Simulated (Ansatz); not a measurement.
**CoO: do energies and stresses tell the same story?**

Theory: DFT PBEsol, scalar-relativistic, plane waves, PAW (Ansatz).

Settings: cutoff 420 eV, Γ-centred mesh 18×18×18 on the computed 2-atom cell, Gaussian smearing of 0.10 eV; collinear spin from starting moments 2.57 0.32 μB.

Relaxed cell: Fm-3m, a = 4.167 Å, b = 4.167 Å, c = 4.167 Å, α = 90.00°, β = 90.00°, γ = 90.00°, 2 atoms in the primitive cell.

Energies at zero smearing and pressures from the stress tensor, at volumes with shape and atoms relaxed:
```tsv
V (Å³/atom)	E − E(first) (meV/atom)	P (GPa)
7.959	0.00	25.11
8.230	-38.03	18.71
8.501	-62.67	11.07
8.773	-77.00	5.48
9.044	-81.44	-0.03
9.315	-77.43	-4.66
9.586	-65.90	-9.14
9.948	-38.85	-14.73
```

**Question.** Check P = −dE/dV between neighbouring volumes, and get the bulk modulus from the pressures alone.

**Answer.** With 1 eV/Å³ = 160.2 GPa:
```tsv
middle V (Å³/atom)	−ΔE/ΔV (GPa)	mean P (GPa)
8.094	22.460	21.909
8.366	14.549	14.891
8.637	8.462	8.275
8.908	2.623	2.724
9.180	-2.369	-2.344
9.451	-6.811	-6.896
9.767	-11.980	-11.932
```

The two differ by 0.55 GPa at most. The mean of two end pressures misses the average over a step by about ΔV² P″/12, up to 0.16 GPa here; with that taken off 0.68 GPa remains, from the smearing term (the stress is the derivative of the free energy), the finite cutoff, the mesh or the relaxation's tolerance. The largest site moment goes from 1.65 to 2.53 μB along the series, which bends P(V). Around V = 9.044 Å³/atom, the two neighbours give B = −V ΔP/ΔV = 9.044 × 10.14 / 0.543 = 168.9 GPa, against B0 = 171.0 GPa from the Birch–Murnaghan fit of the energies.

The cell holds one magnetic atom, so it can only be ferromagnetic; an antiferromagnetic order may lie lower.

Only this magnetic start was tried.